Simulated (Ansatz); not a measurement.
# Stack of 1T-SnSSe under 1T-PtSSe, shifted by two thirds of the diagonal in a perpendicular field, part 2 of 2

Aim: how the stack of 1T-SnSSe under 1T-PtSSe, shifted by two thirds of the diagonal screens a field along its normal, and what the field does to its bands. A positive field points along +c.

Ansatz 0.2.0; plane-wave DFT, PBE-D3(BJ), Ansatz PAW.

So far. Step 2 (Relaxation): The lattice constant a goes from 3.723 to 3.681 Å.

## Step 3: Single point, field 0, start network

A sawtooth potential applies the field, turning back in the middle of the vacuum. With the dipole correction the typed value is the field outside the slab. The induced dipole is small, so the SCF threshold is tight.

The cell differs from the one that the last finished run ended in (c 45.420 → 27.237 Å).

Input file input.yaml:

```yaml
crystal:
  lattice:
    - [3.6808980566, 0.0, 0.0]
    - [-1.8404490283, 3.1877512257, 0.0]
    - [0.0, 0.0, 27.2368411038]
  atoms:
    - { symbol: Se, position: [0.6666666667, 0.3333333333, 0.3304347948] }
    - { symbol: Sn, position: [0.0, 0.0, 0.390719648] }
    - { symbol: S, position: [0.3333333333, 0.6666666667, 0.4452658982] }
    - { symbol: Se, position: [0.3333333333, 0.6666666667, 0.5776684924] }
    - { symbol: Pt, position: [0.6666666667, 0.3333333333, 0.6259278779] }
    - { symbol: S, position: [0.0, 0.0, 0.6695652052] }
kpoints:
  mp_grid: { grid: [12, 12, 1] }
  band_path:
    path: [[0, 0, 0], [0.5, 0, 0], [0.33333333, 0.33333333, 0], [0, 0, 0]]
    npoints: 16
hamiltonian:
  xc: pbe
  dispersion: d3bj
scf:
  occupations: { method: fermi_dirac, width: 0.02585 }
  convergence: { dr2_threshold: 1.0e-10 }
efield:
  axis: 3
  dipole_correction: true
  ramp_position: 0.97
  ramp_width: 0.06
  amplitude: 0
output:
  dos: { projected: true, e_range: [-6, 5] }
  write_potential: true
  write_density: true
  volumetric_format: npy
  elf: true
```

Launch:

```console
$ ansatz run input.yaml --threads 2 --pin off --max-ram 4096MiB --backend cpu --events-out ev --progress --plain --runs-dir out
```

Numbers of over 12 decimals in the logs are rounded to 6 here.

Log:

```text
[...]
Crystal: 6 atoms, lattice volume = 319.591 Å³
Basis set: ecut = 420 eV, 6283 PW (Γ)
Bands: 46, of which v1, the nominal top of the filled ones, is band 38 counted from 1 (37 counted from 0)
Symmetry: 6 space group operations
[...]
k-points: 19 of 144 (time reversal used)
[...]
SCF iter   1: F=—  HF=-31293.364123 eV  |F-HF|=—  |Δ(HF+E_count)|=         —  Δρ=1.90e-3  dr2=9.96e-2  ethr=1.77e-3  p=-0.045 e·Å  D=-2.53e-2 V/Å  ΔV_dip=0.69 eV  dr2_dipole=1.29e-3  V_vac-E_F(+/−)=5.84/5.15 eV  ⟨swp⟩=10.4  Hψ=4001  notcnv=0  defer=2
efield: sawtooth ramp at fractional position 0.9700 (set: `efield.ramp_position`, or a place that a band, a saddle search or an elastic batch's reference lends), width 0.0600; the density the first Hamiltonian is built on has a dipole p = -0.045 e·Å; the dipole correction subtracts the counter field D = -2.53e-2 V/Å, which shifts the + side's vacuum level by +0.69 eV against the − side's; the planar-averaged density in the ramp window peaks in size at 9.8e-6 e/Å³
[...]
SCF iter   2: F=—  HF=-31293.367656 eV  |F-HF|=—  |Δ(HF+E_count)|=   3.53e-3  Δρ=2.71e-3  dr2=1.79e-1  ethr=1.31e-4  p=-0.062 e·Å  D=-3.53e-2 V/Å  ΔV_dip=0.96 eV  dr2_dipole=3.85e-4  V_vac-E_F(+/−)=6.23/5.27 eV  ⟨swp⟩=3.3  Hψ=1464  notcnv=0  defer=62
[...]
SCF iter  14: F=-31293.351401 eV  HF=-31293.351401 eV  |F-HF|=3.27e-11  |Δ(HF+E_count)|=    0.00e0  Δρ=3.77e-8  dr2=2.44e-11  ethr=1.00e-12  p=-0.071 e·Å  D=-4.01e-2 V/Å  ΔV_dip=1.09 eV  dr2_dipole=2.90e-12  V_vac-E_F(+/−)=6.18/5.09 eV  ⟨swp⟩=2.0  Hψ=1595  notcnv=0
SCF 1 converged in 14 iterations: F = -31293.351401 eV  dr2 = 2.44e-11
[...]
NSCF: frozen V_eff on 49 k-points
efield: sawtooth ramp at fractional position 0.9700 (kept from the solve that this one continues, or follows in the run), width 0.0600; the density the first Hamiltonian is built on has a dipole p = -0.071 e·Å; the dipole correction subtracts the counter field D = -4.01e-2 V/Å, which shifts the + side's vacuum level by +1.09 eV against the − side's; the planar-averaged density in the ramp window peaks in size at 4.0e-6 e/Å³
[...]
SCF converged after 14 iterations
Free energy (F): -31293.351401 eV
[...]
Internal energy: -31293.351194 eV  (E = F + TS)
E sigma→0 (E₀):  -31293.351297 eV
Entropy (-TS):   -0.000207 eV (-0.035 meV/atom)
Fermi energy:    0.613072 eV
Dipole field:    D = -0.040140 V/Å  (p = -0.070895 e·Å, saw-weighted, corrected)
Work function:   Φ+ = 6.1820 eV   Φ− = 5.0887 eV
Levels:          The Fermi level and band energies are counted from a zero that moves with the ramp; work functions are not
[...]
--- Band table (eV; the first three rows and the last of 19) ---
  k-point 0: bands = [... 34 lower, -0.0707, -0.0648, 0.2137, 0.2137, 1.7941, 3.3090, 3.4455, 3.4455, ... 4 higher]
  k-point 1: bands = [... 34 lower, -0.1017, 0.0054, 0.2320, 0.3440, 2.1126, 2.9943, 3.3319, 3.7522, ... 4 higher]
  k-point 2: bands = [... 34 lower, -0.2024, 0.1674, 0.1961, 0.4199, 2.2153, 2.3159, 3.1237, 4.0149, ... 4 higher]
  k-point 18: bands = [... 34 lower, -1.4446, -1.2163, -0.5438, -0.3414, 1.6885, 2.1405, 2.5744, 5.0786, ... 4 higher]
```

Wall time 64 s (2 threads of Intel Xeon at 2.50GHz (Skylake/Cascade Lake), shared host); peak memory 0.85 GiB.

In the SCF lines HF is the Harris–Foulkes energy and dr2 the Hartree energy of the density residual, in eV; the loop may stop once dr2 is under the threshold and the program's other checks hold. Hψ counts applications of the Hamiltonian.

This step gave:

```yaml
energy_at_zero_smearing: -31293.3513 eV
dipole_along_the_normal: -0.07089 e·Å
gap_along_the_path: 0.2401 eV
smallest_direct_gap_along_the_path: 1.274 eV
step_between_the_vacuum_levels: 1.093 eV
ionisation_energy_upper_face: 6.314 eV
electron_affinity_upper_face: 6.074 eV
ionisation_energy_lower_face: 5.221 eV
gap_the_smaller_of_path_and_mesh: 0.2401 eV
```

Running mean over a fixed 2.7 Å (it still follows the layers) of the planar mean; the ramp of the sawtooth is left out. Electron's electrostatic potential energy less the Fermi level against z:

z (Å), electron's electrostatic potential energy less the Fermi level (eV) and a bar from the least value:
```
      3.5       5.09 ############################
      4.0       5.09 ############################
      4.5       5.09 ############################
      5.0       5.09 ############################
      5.5       5.08 ############################
      6.0       5.05 ############################
      6.5       4.91 ###########################
      7.0       4.29 ##########################
      7.5       2.96 #######################
      8.0       1.39 ####################
      8.5      -0.37 ################
      9.0      -2.05 #############
      9.5      -3.10 ###########
     10.0      -3.72 #########
     10.5      -4.24 ########
     11.0      -4.50 ########
     11.5      -4.01 #########
     12.0      -2.85 ###########
     12.5      -1.36 ##############
     13.0       0.56 ##################
     13.5       2.31 ######################
     14.0       2.94 #######################
     14.5       2.12 ######################
     15.0       0.32 ##################
     15.5      -2.48 ############
     16.0      -5.61 ######
     16.5      -7.62 #
     17.0      -8.29 
     17.5      -8.04 #
     18.0      -5.95 #####
     18.5      -2.65 ############
     19.0       0.53 ##################
     19.5       3.00 #######################
     20.0       4.94 ###########################
     20.5       5.90 #############################
     21.0       6.12 ##############################
     21.5       6.17 ##############################
     22.0       6.18 ##############################
     22.5       6.18 ##############################
     23.0       6.18 ##############################
     23.5       6.18 ##############################
     24.0       6.18 ##############################
```

The density of states has structure finer than the step of the table below, so its rows give means over 0.2 eV, whole bins alone (the curve runs from -6 to 2.08 eV). Peaks (eV: height): -5.45: 10.6, -5.15: 16.3, -5.04: 13.3, -3.49: 10.8, -2.39: 14.5, -2.25: 11.6, -1.92: 10.3.

Table of density of states by energy, zero at the Fermi level of the run, which the smearing sets inside the gap; means over each step:

```csv
energy (eV),density of states (states/eV a cell)
-5.8,1.91
-5.6,2.16
-5.4,5.63
-5.2,7.19
-5.0,6.53
-4.8,4.25
-4.6,4.25
-4.4,2.82
-4.2,2.07
-4.0,6.18
-3.8,5.19
-3.6,5.73
-3.4,7.61
-3.2,4.91
-3.0,2.95
-2.8,2.26
-2.6,2.79
-2.4,7.75
-2.2,6.90
-2.0,6.65
-1.8,5.71
-1.6,4.52
-1.4,6.40
-1.2,4.92
-1.0,3.73
-0.8,4.20
-0.6,3.97
-0.4,3.84
-0.2,3.42
0.0,0.00132
0.2,0.381
0.4,0.733
0.6,0.862
0.8,0.996
1.0,2.08
1.2,1.91
1.4,2.03
1.6,5.82
1.8,2.50
```

Projected DOS per atom over height of the atomic layer and energy from the Fermi level. Layers: Se Sn S Se Pt S from below.

Ten even steps from '_' (0.00 states/eV) to '@' (3.23 states/eV), each cell a mean:
```
______::::::
......--::::
..::..______
__..________
____________
____________
______--..==
..____--::--
--__..::::::
==__--::--::
**__++..::..
==__==::++..
..__::..@@__
..__::__::__
::..--..**..
::..--..**--
....::::++::
........::__
......::==::
......--@@--
__..__::**::
______..::..
```
Columns: height of the atomic layer (Å) from 9 to 18.2 (not evenly spaced); rows upwards: energy from the Fermi level (eV) from -5.96 to 2.05.

The electronic bands at the labelled points (eV, zero at the Fermi level of the run, which the smearing sets inside the gap):

```
  point  band 35  band 36  band 37  band 38  band 39  band 40  band 41  band 42
      Γ    -0.68    -0.68    -0.40    -0.40     1.18     2.70     2.83     2.83
halfway    -0.96    -0.72    -0.66    -0.28     1.24     1.36     2.42     3.56
      M    -2.13    -1.78    -1.39    -1.25     0.11     2.29     2.60     3.42
halfway    -1.96    -1.80    -1.32    -1.02     0.86     1.83     2.20     4.30
      K    -2.06    -1.83    -1.16    -0.95     1.08     1.53     1.96     4.47
halfway    -1.53    -1.03    -0.81    -0.16     1.58     1.67     1.76     4.17
      Γ    -0.68    -0.68    -0.40    -0.40     1.18     2.70     2.83     2.83
```

ELF in the ca plane at fractional y = 0.000, with atoms of Sn and S within 0.2 Å of it. It is the smooth field of the valence electrons, not physical close to the nuclei.

Values, 6 rows by 16 columns, each cell a mean:
```
0.00 0.00 0.00 0.00 0.00 0.01 0.05 0.20 0.17 0.16 0.17 0.03 0.01 0.04 0.07 0.43
0.00 0.00 0.00 0.00 0.00 0.08 0.37 0.52 0.31 0.30 0.49 0.24 0.06 0.35 0.34 0.30
0.00 0.00 0.00 0.00 0.01 0.22 0.67 0.70 0.34 0.36 0.72 0.48 0.14 0.64 0.59 0.29
0.00 0.00 0.00 0.00 0.01 0.18 0.62 0.67 0.34 0.35 0.69 0.43 0.12 0.59 0.54 0.28
0.00 0.00 0.00 0.00 0.00 0.04 0.24 0.40 0.27 0.26 0.35 0.14 0.04 0.21 0.23 0.34
0.00 0.00 0.00 0.00 0.00 0.01 0.03 0.16 0.13 0.12 0.14 0.02 0.01 0.02 0.04 0.45
```
Columns run along c (16.0 Å, from fractional 0.07 to 0.65 of the cell), rows up along a (3.7 Å). Atoms in or near the plane, at fractional coordinates: Sn at (0.39, 0.00).

Valence density in the ca plane at fractional y = 0.000, with atoms of Sn and S within 0.2 Å of it. It is the smooth field of the valence electrons, not physical close to the nuclei.

Values in units of 1e0 e/Å³, 6 rows by 16 columns, each cell a mean:
```
0.1 1.0 5.9 0.5 0.0 0.0 0.0 0.1 0.2 0.8 0.9 0.1 0.0 0.0 0.0 0.0
0.2 0.3 0.5 0.3 0.1 0.0 0.1 0.2 0.3 0.5 0.3 0.0 0.0 0.0 0.0 0.0
0.3 0.3 0.2 0.3 0.2 0.0 0.1 0.4 0.6 0.3 0.1 0.0 0.0 0.0 0.0 0.0
0.3 0.3 0.2 0.3 0.2 0.0 0.1 0.4 0.5 0.3 0.1 0.0 0.0 0.0 0.0 0.0
0.1 0.4 1.2 0.3 0.1 0.0 0.0 0.1 0.2 0.6 0.5 0.1 0.0 0.0 0.0 0.0
0.1 1.3 8.9 0.6 0.0 0.0 0.0 0.0 0.1 0.8 0.9 0.1 0.0 0.0 0.0 0.0
```
Columns run along c (16.0 Å, from fractional 0.31 to 0.90 of the cell), rows up along a (3.7 Å). Atoms in or near the plane, at fractional coordinates: Sn at (0.39, 0.00), S at (0.67, 0.00).

Electrostatic potential energy in the ca plane at fractional y = 0.000, with atoms of Sn and S within 0.2 Å of it. With pseudopotentials it is smooth inside the atoms' cores, unlike the true potential.

Ten even steps from '0' (-21 eV) to '9' (6 eV), each cell a mean:
```
99999999999999997329981589999999999998600002
99999999999999988622413689999999999998741016
99999999999999888753346788999999988888776678
99999999999999877777777778999999877776678899
99999999999998766788888777899999876665578999
99999999999998767788888778899999876666678999
99999999999999887776567788999999887777777789
99999999999999988631114789999999998888863247
99999999999999998416851689999999999998720004
99999999999999987349991489999999999998600002
```
Columns run along c (16.0 Å, from fractional 0.12 to 0.71 of the cell; values clipped at the 3rd and 97th percentile), rows up along a (3.7 Å). Atoms in or near the plane, at fractional coordinates: Sn at (0.39, 0.00), S at (0.67, 0.00).

The gap is 0.24 eV, with the valence edge 6.31 eV and the conduction edge 6.07 eV under the upper vacuum level. Spin-orbit coupling, left out in this run, matters for the bands of elements this heavy.

## Step 4: Single point, field 0.1 V/Å

input.yaml: that of step 3 with these lines changed.

```diff
@@ -26,7 +26,6 @@
   dipole_correction: true
-  ramp_position: 0.97
-  ramp_width: 0.06
-  amplitude: 0
+  ramp_position: 0.9541
+  ramp_width: 0.0863
+  amplitude: 0.1
 output:
-  dos: { projected: true, e_range: [-6, 5] }
   write_potential: true
@@ -34,2 +33 @@
   volumetric_format: npy
-  elf: true
```

Log:

```text
[...]
Crystal: 6 atoms, lattice volume = 319.591 Å³
Basis set: ecut = 420 eV, 6283 PW (Γ)
Bands: 46, of which v1, the nominal top of the filled ones, is band 38 counted from 1 (37 counted from 0)
Symmetry: 6 space group operations
[...]
k-points: 19 of 144 (time reversal used)
[...]
k-point 0: bands = [... 34 lower, -0.1113, -0.0157, 0.2598, 0.2598, 1.7560, 3.2698, 3.4914, 3.4914, ... 4 higher]
  k-point 1: bands = [... 34 lower, -0.1415, 0.0452, 0.2781, 0.3945, 2.0747, 3.0404, 3.3778, 3.7127, ... 4 higher]
  k-point 2: bands = [... 34 lower, -0.2411, 0.2039, 0.2421, 0.4737, 2.2557, 2.2857, 3.1696, 3.9674, ... 4 higher]
  k-point 18: bands = [... 34 lower, -1.4716, -1.2570, -0.5057, -0.2920, 1.6577, 2.1784, 2.6218, 5.0370, ... 4 higher]
[key lines of the parts left out:]
SCF converged after 15 iterations
Free energy (F): -31293.347691 eV
Fermi energy:    0.620674 eV
Dipole field:    D = -0.001528 V/Å  (p = -0.002698 e·Å, saw-weighted, corrected)
```

Wall time 63 s (2 threads); peak memory 0.76 GiB; 2.1 min of CPU time.

The dipole is -0.00270 e·Å, 0.0682 e·Å from its value without field, and the gap 0.155 eV.

## Step 5: Atoms held, field -0.1 V/Å

input.yaml: that of step 4 with these lines changed.

```diff
@@ -28,3 +28,3 @@
   ramp_width: 0.0863
-  amplitude: 0.1
+  amplitude: -0.1
 output:
```

Log:

```text
[...]
Crystal: 6 atoms, lattice volume = 319.591 Å³
Basis set: ecut = 420 eV, 6283 PW (Γ)
Bands: 46, of which v1, the nominal top of the filled ones, is band 38 counted from 1 (37 counted from 0)
Symmetry: 6 space group operations
[...]
k-points: 19 of 144 (time reversal used)
[...]
k-point 0: bands = [... 34 lower, -0.0032, -0.0032, 0.1516, 0.1516, 1.8560, 3.3742, 3.3840, 3.3840, ... 4 higher]
  k-point 1: bands = [... 34 lower, -0.0449, -0.0351, 0.1701, 0.2775, 2.1748, 2.9327, 3.2703, 3.8174, ... 4 higher]
  k-point 2: bands = [... 34 lower, -0.1371, 0.1201, 0.1344, 0.3497, 2.1546, 2.3765, 3.0620, 4.0854, ... 4 higher]
  k-point 18: bands = [... 34 lower, -1.3979, -1.1497, -0.5926, -0.4072, 1.7364, 2.0960, 2.5118, 5.1370, ... 4 higher]
[key lines of the parts left out:]
SCF converged after 15 iterations
Free energy (F): -31293.361769 eV
Fermi energy:    0.611263 eV
Dipole field:    D = -0.077104 V/Å  (p = -0.136178 e·Å, saw-weighted, corrected)
```

Wall time 63 s (2 threads); peak memory 0.75 GiB.

The dipole is -0.136 e·Å, -0.0653 e·Å from its value without field, and the gap 0.365 eV.

## Step 6: Response, atoms held

This step: plane-wave DFT, PBE-D3(BJ), Ansatz PAW; response to a field along the normal, atoms held (Ansatz 0.2.0).

The dipoles give the slope, and the difference of two potentials shows where the field is screened.

Numbers from this step:

| Quantity | Value |
| --- | --- |
| equivalent conductor thickness p/(ε₀AE) | 10.29 Å |
| distance between the outer atoms | 9.237 Å |

Dipole of the cell against applied field:

```csv
applied field (V/Å),dipole of the cell (e·Å)
-0.1000,-0.136
0.0000,-0.0709
0.1000,-0.00270
```

Local field over the applied field, running mean. From the potentials at -0.1 and 0.1 V/Å; running mean over 2.8 Å. The local field over applied field by z:

| z (Å) | local field over applied field |
| --- | --- |
| 4.5 | 0.998 |
| 5.0 | 0.995 |
| 5.5 | 0.985 |
| 6.0 | 0.959 |
| 6.5 | 0.897 |
| 7.0 | 0.782 |
| 7.5 | 0.630 |
| 8.0 | 0.463 |
| 8.5 | 0.299 |
| 9.0 | 0.167 |
| 9.5 | 0.0864 |
| 10.0 | 0.0517 |
| 10.5 | 0.0392 |
| 11.0 | 0.0470 |
| 11.5 | 0.0714 |
| 12.0 | 0.115 |
| 12.5 | 0.179 |
| 13.0 | 0.250 |
| 13.5 | 0.299 |
| 14.0 | 0.310 |
| 14.5 | 0.283 |
| 15.0 | 0.216 |
| 15.5 | 0.136 |
| 16.0 | 0.0676 |
| 16.5 | 0.0302 |
| 17.0 | 0.0280 |
| 17.5 | 0.0603 |
| 18.0 | 0.142 |
| 18.5 | 0.273 |
| 19.0 | 0.430 |
| 19.5 | 0.594 |
| 20.0 | 0.747 |
| 20.5 | 0.871 |
| 21.0 | 0.946 |
| 21.5 | 0.980 |
| 22.0 | 0.993 |
| 22.5 | 0.998 |
| 23.0 | 0.999 |

Electrons, planar mean, per unit field. Induced electron density against z:

```csv
z (Å),induced electron density (e/Å³ per V/Å)
4.5,5.1e-6
5.0,1.7e-5
5.5,5.3e-5
6.0,1.6e-4
6.5,4.5e-4
7.0,0.00115
7.5,0.00251
8.0,0.00355
8.5,0.00199
9.0,9.2e-4
9.5,4.3e-4
10.0,-9.4e-4
10.5,-2.9e-4
11.0,6.2e-4
11.5,2.6e-4
12.0,-4.8e-4
12.5,-0.00117
13.0,-0.00218
13.5,-0.00111
14.0,4.3e-4
14.5,0.00174
15.0,0.00167
15.5,8.2e-4
16.0,4.7e-4
16.5,-7.8e-5
17.0,-1.2e-4
17.5,-6.7e-5
18.0,-0.00100
18.5,-0.00135
19.0,-0.00326
19.5,-0.00289
20.0,-0.00143
20.5,-5.8e-4
21.0,-2.2e-4
21.5,-7.6e-5
22.0,-2.5e-5
22.5,-8.1e-6
23.0,-2.5e-6
```

The smaller of the gaps on the path and on the k-mesh, counted as 0 under 0.03 eV. The gap by applied field:

```
applied field (V/Å)  gap (eV)
            -0.1000     0.365
             0.0000     0.240
             0.1000     0.155
```

By hand: between -0.1 and 0.1 V/Å the dipole changes by 0.1335 e·Å, a slope of 0.6674 e·Å²/V. A perfect conductor of thickness t has p = ε₀AEt, so t = 180.95 × 0.6674 / 11.734 = 10.29 Å (e/ε₀ = 180.95 V·Å, A in Å²).

The induced dipole is that of a conductor 10.29 Å thick.

## Step 7: Summary of results

```json
{"gap without field": "0.240 eV", "ionisation energy, upper face": "6.31 eV", "electron affinity, upper face": "6.07 eV", "step between the vacuum levels": "1.09 eV", "equivalent conductor thickness, atoms held": "10.3 Å"}
```

In words: The induced dipole equals that of a perfect conductor 10.29 Å thick, while the outer atoms lie 9.24 Å apart; an out-of-plane ε follows only once a thickness t is chosen, by 1 − 1/ε = 10.29 Å / t. The two faces differ: the vacuum level above lies 1.09 eV higher than the one below. The gap goes from 0.24 eV to 0.37 eV at -0.1 V/Å. With the field reversed the gap is 0.15 eV at 0.1 V/Å. Semilocal functionals give gaps that are too small, and excitons are not included. Spin-orbit coupling is left out, which matters for the bands of elements this heavy.

[Logs are printed without paths, hosts, clocks, repeated set-up lines and the standing remarks that a program may print on its own settings, such as how far it seeks lower states.]

[Hosts, paths, dates, database ids (printed as entryN), source tags and the programs' standing remarks are cut or masked in the printed files.]

[Maps of the electrostatic potential energy from Ansatz leave out the sawtooth potential of an applied field or a dipole correction, so their vacuum need not be flat; planar profiles and work functions include it.]

[The density of states shown here was stored with 400 of the rows of the run's finer table, so its peaks can read low, often by over a quarter, or be missed, and its means over a window can be off by a tenth or more.]
